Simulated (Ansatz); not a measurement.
input.yaml

```yaml
crystal:
  lattice:
    - [2.8400678944, 1.6397139633, 2.3313668912]
    - [-2.8400678944, 1.6397139633, 2.3313668912]
    - [0.0, -3.2794279267, 2.3313668912]
  atoms:
    - { symbol: Ba, position: [-0.0031985012, -0.0031985012, -0.0031985012] }
    - { symbol: Ti, position: [0.4833434637, 0.4833434637, 0.4833434637] }
    - { symbol: O, position: [0.5098165604, 0.5098165604, 0.0194219166] }
    - { symbol: O, position: [0.0194219166, 0.5098165604, 0.5098165604] }
    - { symbol: O, position: [0.5098165604, 0.0194219166, 0.5098165604] }
basis:
  ecutwfc: 500
kpoints:
  mp_grid: { grid: [6, 6, 6] }
  band_path:
    path:
      - [[0.0, 0.0, 0.0], [0.5, 0.5, 0.5], [0.50355381, 0.49644619, 0.5]]
      - [[0.5, -0.49644619, 0.49644619], [0.5, 0.0, 0.0], [0.0, 0.0, 0.0], [0.49822309, -0.49822309, 0.0]]
      - [[0.50177691, 0.0, 0.49822309], [0.5, 0.0, 0.5], [0.0, 0.0, 0.0]]
    npoints: 14
hamiltonian:
  xc: r2scan
scf:
  occupations: { method: gaussian, width: 0.02 }
  n_extra_bands: 12
output:
  forces: true
  stress: true
  eigenvalues: true
  populations: true
  dos: { projected: true, de: 0.02, nscf_kmesh: { grid: [9, 9, 9] } }
  bader: true
  write_density: true
  write_potential: true
  elf: true
  volumetric_format: npy
```

Command:
```bash
ansatz run input.yaml --threads 1 --pin off --max-ram 2560MiB --backend cpu --events-out ev --progress --plain --runs-dir out
```

Method: DFT r2SCAN, scalar-relativistic, plane waves, PAW (Ansatz).

From the run's log, abridged (final results; tables in files aren't shown):

```
SCF 1 converged in 7 iterations: F = -10183.837529 eV  dr2 = 1.64e-8
SCF converged after 7 iterations
Free energy (F): -10183.837529 eV
Harris-Foulkes:  -10183.837529 eV  (|F-HF|=4.20e-9)
Internal energy: -10183.837529 eV  (E = F + TS)
E sigma→0 (E₀):  -10183.837529 eV
Fermi energy:    11.138104 eV
--- Per-component energies (eV) ---
  E_band       = -181.811839
  E_kinetic    = 974.151359
  E_local      = -2139.632753  (includes V_loc(G=0)·N_el)
  E_nonlocal   = 199.852118
  E_hartree    = 836.322195
  E_xc         = -475.244777
  E_vxc        = -604.268770  (∫ρ·V_xc dr)
  E_paw        = -6785.309425  (= ΣΔE_a)
  E_vpaw       = -321.424956  (= ΣTr[D̂ρ^β])
  E_aug_tail   = 0.003182  (compensation charges beyond the density's cutoff)
  E_vtau       = 36.864755  (kinetic-family band-sum trace: ∫τ·v_τ [+ j·A + Jᵃ·Aᵃ] dr)
  E_ewald      = -2793.700566
  E_core_change = -0.278864  (= ΣΔE_core)
  E_smearing   =  0.000000  (= −TS)
--- Forces (eV/Å), atoms counted from 1 ---
  atom   1  Ba     0.00000000     0.00000000    -0.00005375
  atom   2  Ti     0.00000000     0.00000000    -0.00068972
  atom   3  O      0.00000000     0.00053763     0.00025540
  atom   4  O     -0.00046560    -0.00026881     0.00025540
  atom   5  O      0.00046560    -0.00026881     0.00025540
--- Stress (GPa, compression-positive) ---
       -0.004846       0.000000       0.000000
        0.000000      -0.004846       0.000000
        0.000000       0.000000      -0.000244
  P = ⅓ Tr σ = -0.0033 GPa (-0.033 kbar)
--- Band table (eV; the first three rows and the last of 32) ---
  k-point 0: bands = ["-48.7864", "-23.9797", "-23.9797", "-23.9765", "-15.6195", "-8.0091", "-7.3851", "-7.3851", "-0.3897", "-0.3890", "-0.3890", "7.4740", "7.4740", "7.4800", "8.3462", "8.3462", "8.6196", "9.1587", "9.2810", "9.2810", "12.5719", "12.5719", "12.7267", "14.5776", "14.5776", "15.4299", "15.4299", "17.9145", "18.9739", "18.9739", "18.9776", "21.7001"]
  k-point 1: bands = ["-48.7862", "-23.9923", "-23.9792", "-23.9769", "-15.5898", "-8.0259", "-7.3778", "-7.3572", "-0.3511", "-0.3501", "-0.2983", "7.0252", "7.4050", "7.4214", "8.1051", "8.1267", "8.4653", "8.7649", "9.1678", "9.2161", "12.6087", "12.9057", "12.9374", "14.5740", "15.1953", "15.8952", "15.9320", "18.5553", "18.9060", "19.2618", "19.2641", "21.6893"]
  k-point 2: bands = ["-48.7858", "-24.0188", "-23.9782", "-23.9760", "-15.5291", "-8.1366", "-7.3630", "-7.2098", "-0.2727", "-0.2675", "-0.1186", "6.1941", "7.1922", "7.2103", "7.7966", "7.8094", "8.1711", "8.2975", "8.8879", "8.9562", "12.6813", "13.5096", "13.6293", "14.5592", "15.9775", "16.8682", "17.1404", "18.7674", "19.7090", "19.8435", "20.2097", "21.4896"]
  k-point 31: bands = ["-48.7839", "-24.0275", "-24.0275", "-24.0238", "-15.3571", "-7.1870", "-7.1711", "-7.1711", "-1.0678", "-1.0678", "-1.0576", "5.3885", "6.0348", "6.0348", "7.3556", "7.3556", "7.4063", "9.6820", "9.6820", "9.7044", "14.3790", "14.5560", "14.5560", "16.9627", "16.9627", "17.2368", "18.2744", "18.2744", "20.6350", "20.6350", "21.3032", "21.3032"]
--- Löwdin populations: 5 sites ---
  site symbol q [e]
     0     Ba      8.2178
     1     Ti     10.7154
     2      O      6.9095
     3      O      6.9095
     4      O      6.9095
  spilling = 0.008456 (of n_electrons = 40.000000)
--- Bader charges: 5 sites ---
  site symbol charge [e]  shift [e]
     0     Ba      1.5796     0.0000
     1     Ti      2.2884     0.0038
     2      O     -1.2893     0.0013
     3      O     -1.2893     0.0013
     4      O     -1.2893     0.0013
  estimated error of the sums over rays = 3.2e-4 e
```

The run converged.

The run took 54 s on 1 thread of Intel(R) Xeon(R) 6975P-C (Granite Rapids), on a shared host, peak memory 0.55 GiB.